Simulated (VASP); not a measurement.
# Ti (P6_3/mmc) in VASP: notebook

Runs on Ti. Level: PBE. Tasks: single point.

Everything below comes from runs of VASP 6.6.1. Logs are shortened: lines on timing, memory, paths and dates and some standing lists are left out, and cuts for length are marked.

### Step 1. The undisturbed crystal

It takes space group P6_3/mmc (No. 194, hexagonal). Conventional cell: a = 2.950 Å, b = 2.950 Å, c = 4.680 Å, α = 90.00°, β = 90.00°, γ = 120.00°. Ti (site symmetry -6m2) is surrounded by 12 Ti at 2.89 to 2.95 Å.

### Step 2. Single point, PBE (grid = ENCUT=340 dk=0.35 cell=2x2x1 ISMEAR=1 SIGMA=0.1 LREAL=Auto EDIFF=1e-06)

INCAR

```
SYSTEM = Ti
PREC = Accurate
ENCUT = 340
EDIFF = 1E-6
ISMEAR = 1
SIGMA = 0.1
LREAL = Auto
LASPH = .True.
NELM = 120
ALGO = Fast
ISIF = 2
LWAVE = .False.
LCHARG = .False.
GGA = PE
NBANDS = 56
```

KPOINTS

```
regular mesh
0
Gamma
  4 4 4
  0 0 0
```

POSCAR

```
Ti
1.0
    5.9000000000      0.0000000000      0.0000000000
   -2.9500000000      5.1095498824      0.0000000000
    0.0000000000      0.0000000000      4.6800000000
Ti
8
Direct
    0.3333333334      0.1666666666      0.7500000000
    0.3333333334      0.6666666666      0.7500000000
    0.8333333333      0.1666666666      0.7500000000
    0.8333333333      0.6666666666      0.7500000000
    0.1666666666      0.3333333334      0.2500000000
    0.1666666666      0.8333333333      0.2500000000
    0.6666666666      0.3333333334      0.2500000000
    0.6666666666      0.8333333333      0.2500000000
```

Potentials or basis: VASP PAW PBE potentials, release 64 (Ti_sv).

Started as:

```
$ cat potpaw_PBE.64/Ti_sv/POTCAR > POTCAR
$ mpirun -np 1 vasp_std > vasp.out
```

OUTCAR:

```text
SYSTEM = Ti
   PREC = Accurate
   ENCUT = 340
   EDIFF = 1E-6
   ISMEAR = 1
   LREAL = Auto
   LASPH = .True.
   NELM = 120
   ISIF = 2
   GGA = PE

 Found     12 irreducible k-points:

 Following reciprocal coordinates:
            Coordinates               Weight
  0.000000  0.000000  0.000000      1.000000
  0.250000  0.000000  0.000000      6.000000
  0.500000  0.000000  0.000000      3.000000
  0.250000  0.250000  0.000000      6.000000
  0.000000  0.000000  0.250000      2.000000
  0.250000  0.000000  0.250000     12.000000
   k-points           NKPTS =     12   k-points in BZ     NKDIM =     12   number of bands    NBANDS=     56
   number of dos      NEDOS =    301   number of ions     NIONS =      8
   total plane-waves  NPLWV =  36288
   dimension x,y,z NGX =    36 NGY =   36 NGZ =   28
   dimension x,y,z NGXF=    72 NGYF=   72 NGZF=   56
   ions per type =               8
   NGX,Y,Z   is equivalent  to a cutoff of  10.14, 10.14,  9.95 a.u.
   NGXF,Y,Z  is equivalent  to a cutoff of  20.29, 20.29, 19.89 a.u.
 SYSTEM =  Ti
   PREC   = accura    normal or accurate (medium, high low for compatibility)
   ISTART =      0    job   : 0-new  1-cont  2-samecut
   ICHARG =      2    charge: 1-file 2-atom 10-const
   ISPIN  =      1    spin polarized calculation?
   LNONCOLLINEAR =      F non collinear calculations
   LSORBIT =      F    spin-orbit coupling
   LASPH  =      T    aspherical Exc in radial PAW
   ENCUT  =  340.0 eV  24.99 Ry    5.00 a.u.   8.87  8.87  7.04*2*pi/ulx,y,z
   NELM   =    120;   NELMIN=  2; NELMDL= -5     # of ELM steps
   EDIFF  = 0.1E-05   stopping-criterion for ELM
   LREAL  =      T    real-space projection
   EDIFFG = 0.1E-04   stopping-criterion for IOM
   NSW    =      0    number of steps for IOM
   IBRION =     -1    ionic relax: 0-MD 1-quasi-New 2-CG
   NFREE  =      0    steps in history (QN), initial steepest desc. (CG)
   ISIF   =      2    stress and relaxation
   ISYM   =      2    0-nonsym 1-usesym 2-fastsym
   POTIM  = 0.5000    time-step for ionic-motion
   TEBEG  =    0.0;   TEEND  =   0.0 temperature during run
   PSTRESS=    0.0 pullay stress
   NELECT =      96.0000    total number of electrons
   NUPDOWN=      -1.0000    fix difference up-down
   EMIN   =  10.00;   EMAX   =-10.00  energy-range for DOS
   EFERMI =   0.00;   METHOD = LEGACY
   ISMEAR =     1;   SIGMA  =   0.10  broadening in eV -4-tet -1-fermi 0-gaus
   EFERMI_NEDOS =   21; number of points for ismear=-14 and -15
   IALGO  =     68    algorithm
   IMIX   =      4    mixing-type and parameters
     AMIX     =   0.40;   BMIX     =  1.00
     AMIX_MAG =   1.60;   BMIX_MAG =  1.00
  volume/ion in A,a.u.               =      17.64       119.01
  Fermi-wavevector in a.u.,A,eV,Ry     =   1.439920  2.721055 28.209912  2.073370
  Thomas-Fermi vector in A             =   2.558722
   LORBIT       =      0    0 simple, 1 ext, 2 COOP (PROOUT), +10 PAW based schemes
   GGA     = PE    functional components
   LHFCALC =     F    Hartree Fock is set to
   AEXX    =    0.0000 exact exchange contribution
   IVDW    =     0    specifies the selected vdW correction
   LEPSILON=     F    determine dielectric tensor
   LRPA    =     F    only Hartree local field effects (RPA)
 non-spin polarized calculation
 RMM-DIIS sequential band-by-band and
 Methfessel and Paxton  Order N= 1 SIGMA  =   0.10
  energy-cutoff  :      340.00
  volume of cell :      141.08
 maximum number of plane-waves:      2024
 NGX is ok and might be reduce to    36
   NGX = 17   NGY = 17   NGZ = 15

 number of electron      95.9999995 magnetization

 Free energy of the ion-electron system (eV)
  ---------------------------------------------------
  ext. energy  EPLUGINS =         0.00000000
  ---------------------------------------------------
  free energy    TOTEN  =       -62.59939015 eV

  energy without entropy =      -62.60392393  energy(sigma->0) =      -62.60090141

 E-fermi :   8.2260     XC(G=0): -11.4272

 val. band max:        8.2228857305   @ k =   0.2500   0.2500   0.2500
 cond. band min:       8.2353139933   @ k =   0.2500   0.0000   0.0000
 fundamental gap:      0.0124282629
 Fermi energy:         8.2259598528

 k-point     1 :       0.0000    0.0000    0.0000
  band No.  band energies     occupation
      1     -48.6672      2.00000
      2     -48.5542      2.00000
      3     -48.5542      2.00000
      4     -48.5542      2.00000
      5     -48.5382      2.00000
      6     -48.5114      2.00000
[... 48 lines left out ...]
     55       8.9742     -0.00000
     56       9.0656     -0.00000

 k-point     2 :       0.2500    0.0000    0.0000
  band No.  band energies     occupation
      1     -48.6523      2.00000
      2     -48.5745      2.00000
      3     -48.5543      2.00000
      4     -48.5543      2.00000
      5     -48.5314      2.00000
      6     -48.5117      2.00000
[... 48 lines left out ...]
     55       9.1176     -0.00000
     56       9.3001     -0.00000

 k-point     3 :       0.5000    0.0000    0.0000
  band No.  band energies     occupation
      1     -48.6157      2.00000
      2     -48.6157      2.00000
      3     -48.5543      2.00000
      4     -48.5543      2.00000
      5     -48.5192      2.00000
      6     -48.5192      2.00000
[... 48 lines left out ...]
     55       9.2262     -0.00000
     56       9.2609     -0.00000

 k-point     4 :       0.2500    0.2500    0.0000
  band No.  band energies     occupation
      1     -48.6268      2.00000
      2     -48.5875      2.00000
      3     -48.5875      2.00000
      4     -48.5342      2.00000
      5     -48.5225      2.00000
      6     -48.5170      2.00000
[... 48 lines left out ...]
     55       9.0129     -0.00000
     56       9.1067     -0.00000

 k-point     5 :       0.0000    0.0000    0.2500
  band No.  band energies     occupation
      1     -48.6481      2.00000
      2     -48.5563      2.00000
      3     -48.5483      2.00000
      4     -48.5483      2.00000
      5     -48.5483      2.00000
      6     -48.5180      2.00000
[... 48 lines left out ...]
     55       9.4851     -0.00000
     56       9.5135     -0.00000

 k-point     6 :       0.2500    0.0000    0.2500
  band No.  band energies     occupation
      1     -48.6350      2.00000
      2     -48.5655      2.00000
      3     -48.5491      2.00000
      4     -48.5483      2.00000
      5     -48.5483      2.00000
      6     -48.5210      2.00000
[... 48 lines left out ...]
     55       9.1420     -0.00000
     56       9.2366     -0.00000

 [... further k-points ...]

------------------------ aborting loop because EDIFF is reached ----------------------------------------

  FORCE on cell =-STRESS in cart. coord.  units (eV):
  Direction    XX          YY          ZZ          XY          YZ          ZX
  --------------------------------------------------------------------------------------
  -------------------------------------------------------------------------------------
  Total       -2.0314188     -2.0314188     -2.5789736      0.0000000     -0.0000000     -0.0000000
  in kB      -23.0690413    -23.0690413    -29.2871410      0.0000000     -0.0000000     -0.0000000
  external PRESSURE =     -25.1417412 kB  Pullay stress =       0.0000000 kB

 VOLUME and BASIS-vectors are now :
 -----------------------------------------------------------------------------
  energy-cutoff  :      340.00
  volume of cell :      141.08
      direct lattice vectors                 reciprocal lattice vectors
     5.900000000  0.000000000  0.000000000     0.169491525  0.097855978  0.000000000
    -2.950000000  5.109549882  0.000000000     0.000000000  0.195711956  0.000000000
     0.000000000  0.000000000  4.680000000     0.000000000  0.000000000  0.213675214

 POSITION                                       TOTAL-FORCE (eV/Angst)
 -----------------------------------------------------------------------------------
      1.47500      0.85159      3.51000         0.000000     -0.000000     -0.000000
      0.00000      3.40637      3.51000         0.000000      0.000000     -0.000000
      4.42500      0.85159      3.51000        -0.000000     -0.000000     -0.000000
      2.95000      3.40637      3.51000         0.000000     -0.000000     -0.000000
     -0.00000      1.70318      1.17000        -0.000000      0.000000     -0.000000
     -1.47500      4.25796      1.17000        -0.000000      0.000000     -0.000000
      2.95000      1.70318      1.17000        -0.000000     -0.000000      0.000000
      1.47500      4.25796      1.17000        -0.000000      0.000000      0.000000
 -----------------------------------------------------------------------------------
    total drift:                                0.000000      0.000002     -0.000000

  FREE ENERGIE OF THE ION-ELECTRON SYSTEM (eV)
  ---------------------------------------------------
  free  energy   TOTEN  =       -62.5993901472 eV

  energy  without entropy=      -62.6039239251  energy(sigma->0) =      -62.60090141
```

OSZICAR:

```text
N       E                     dE             d eps       ncg     rms          rms(c)
DAV:   1     0.116742817939E+04    0.11674E+04   -0.39142E+04  1352   0.168E+03
DAV:   2     0.106930911102E+03   -0.10605E+04   -0.10425E+04  1344   0.566E+02
DAV:   3    -0.463384330103E+02   -0.15327E+03   -0.14696E+03  2080   0.184E+02
DAV:   4    -0.695165891711E+02   -0.23178E+02   -0.22813E+02  2000   0.610E+01
[... 12 lines left out ...]
RMM:  64    -0.625993892001E+02   -0.51527E-06   -0.11297E-05   803   0.751E-03    0.246E-02
RMM:  65    -0.625993897400E+02   -0.53986E-06   -0.11561E-05   879   0.751E-03    0.250E-02
RMM:  66    -0.625993892472E+02    0.49277E-06   -0.10802E-05  1267   0.897E-03    0.252E-02
RMM:  67    -0.625993897266E+02   -0.47936E-06   -0.10127E-05   921   0.741E-03    0.251E-02
RMM:  68    -0.625993901472E+02   -0.42059E-06   -0.94367E-06   807   0.709E-03
   1 F= -.62599390E+02 E0= -.62600901E+02  d E =0.453378E-02
```

stdout:

```text
POSCAR found type information on POSCAR Ti
 POSCAR found :  1 types and       8 ions
 scaLAPACK will be used
 -----------------------------------------------------------------------------
|                                                                             |
|                                                                             |
|     You have a (more or less) 'small supercell' and for smaller cells       |
[... 28 lines left out ...]
WARNING in EDDRMM: call to ZHEGV failed, returncode =   6  3     15
WARNING in EDDRMM: call to ZHEGV failed, returncode =   6  3     13
WARNING in EDDRMM: call to ZHEGV failed, returncode =   6  3     34
WARNING in EDDRMM: call to ZHEGV failed, returncode =   6  3     33
WARNING in EDDRMM: call to ZHEGV failed, returncode =   6  3     34
WARNING in EDDRMM: call to ZHEGV failed, returncode =   6  3     18
WARNING in EDDRMM: call to ZHEGV failed, returncode =   6  3     37
```

Run time: 4 min. Hardware: 1 thread of AMD EPYC 9R45 (Zen 5), shared host; peak memory 0.17 GiB.

These settings aren't checked as converged: the numbers below hold their error.

What came out:

| Quantity | Value |
| --- | --- |
| Free energy | -62.5994 eV |
| Pressure | -2.5 GPa |
| Band gap on the k mesh | none (metal or under the smearing width) |

Caveat: the cutoff is under 1.25 times the usual one of these potentials, so pressure, stress and relaxed cells hold a basis-set (Pulay) error.

### Step 3. Single point, PBE (grid = ENCUT=400 dk=0.35 cell=2x2x1 ISMEAR=1 SIGMA=0.1 LREAL=Auto EDIFF=1e-06)

Edit INCAR of step 2 so:

```diff
@@ -2,3 +2,3 @@
 PREC = Accurate
-ENCUT = 340
+ENCUT = 400
 EDIFF = 1E-6
```

KPOINTS is that of step 2.

POSCAR is that of step 2.

Potentials or basis: VASP PAW PBE potentials, release 64 (Ti_sv).

Started as:

```
$ cat potpaw_PBE.64/Ti_sv/POTCAR > POTCAR
$ mpirun -np 1 vasp_std > vasp.out
```

It took 5.1 min on 1 thread of AMD EPYC 9R45 (Zen 5), shared host; peak memory 0.2 GiB.

These settings aren't checked as converged: the numbers below hold their error.

Results:

```yaml
Free_energy: -62.6743 eV
Pressure: -2.7 GPa
Band_gap_on_the_k_mesh: none (metal or under the smearing width)
```

### Step 4. The reference run

An earlier run on the cell as given: functional PBE; potentials or basis VASP PAW PBE potentials, release 64 (Ti_sv); cutoff 520 eV; k mesh 10 × 10 × 6; occupations fermi-dirac, width 0.05 eV; no spin polarisation.

- Pressure: -1.7 GPa
- Band gap on the k mesh: none (metal or under the smearing width)
